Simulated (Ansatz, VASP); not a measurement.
# Hf: VASP beside Ansatz

```
CELL_PARAMETERS angstrom
-1.77231 1.77231 1.77231
1.77231 -1.77231 1.77231
1.77231 1.77231 -1.77231
ATOMIC_POSITIONS crystal
Hf 0.00000 0.00000 0.00000
```

This isn't the form of Hf at room conditions, which is hcp.

Alike in both runs: functional PBE; k mesh 16 × 16 × 16; occupations gaussian, width 0.1 eV; no spin polarisation.

Ansatz relaxed the structure, and its values are those at the end. VASP's run is a single point on that final structure, the one shown.

```csv
,VASP,Ansatz
version,VASP 6.6.1,Ansatz 0.2.0
potentials or method,"VASP PAW PBE potentials, release 64 (Hf_pv)","scalar-relativistic, plane waves, PAW"
plane-wave cutoff (eV),520,420
valence electrons in the cell,10,26
```

|  | VASP | Ansatz | Ansatz less VASP |
| --- | --- | --- | --- |
| gap on the k mesh at the Fermi level (eV) | none | none | - |
| pressure (GPa) | -0.3 | 0.0 | +0.33 |

A gap of «none» marks a metal or a gap that the smearing closes. The two sets of potentials don't hold the same shells in valence.

Spin-orbit coupling is left out, which matters for the levels of Hf.
